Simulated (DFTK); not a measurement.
Zn under changes of volume

One of the cells (15.330 Å³/atom); the others are scaled copies at fixed shape and fractional positions:

```
Zn
1.0
     2.67000    0.00000    0.00000
    -1.33500    2.31229    0.00000
     0.00000    0.00000    4.96600
Zn
2
Direct
  0.66667 0.33333 0.75000
  0.33333 0.66667 0.25000
```

| Quantity | Value |
| --- | --- |
| Program | DFTK 0.8.2 |
| Functional | r2SCAN |
| Potentials or basis | SG15 1.2 (PBE) |
| Cutoff | 1225 eV |
| k mesh | 7 × 7 × 4 |
| Occupations | fermi-dirac, width 0.05 eV |
| Spin | no spin polarisation |

```tsv
volume (Å³/atom)	energy over the lowest point (meV/atom)	pressure (GPa)
14.410	0.00	0.8
14.716	0.50	-1.1
15.023	4.13	-2.7
15.330	10.70	-4.2
15.636	?	?
15.943	31.27	-6.5
16.249	44.67	-7.5
```

Q: What does the run at 15.636 Å³/atom give?

A: Energy over the lowest point 19.85 meV/atom; pressure -5.4 GPa.

Worked out: A Birch-Murnaghan fit of order 3 (a polynomial in V^(-2/3)) to the other rows has its minimum at 14.52 Å³/atom with B0 = V·E''(V) = 86 GPa and B' = 4.4 at fixed shape and positions, which overstates the stiffness. It gives 19.82 meV/atom at 15.636 Å³/atom, against the run's 19.85, and -dE/dV = -5.4 GPa, against -5.4.

Energies are extrapolated to zero smearing.

Caveats: all runs use coarse meshes; the potentials were made for another functional, which shifts forces and pressure.
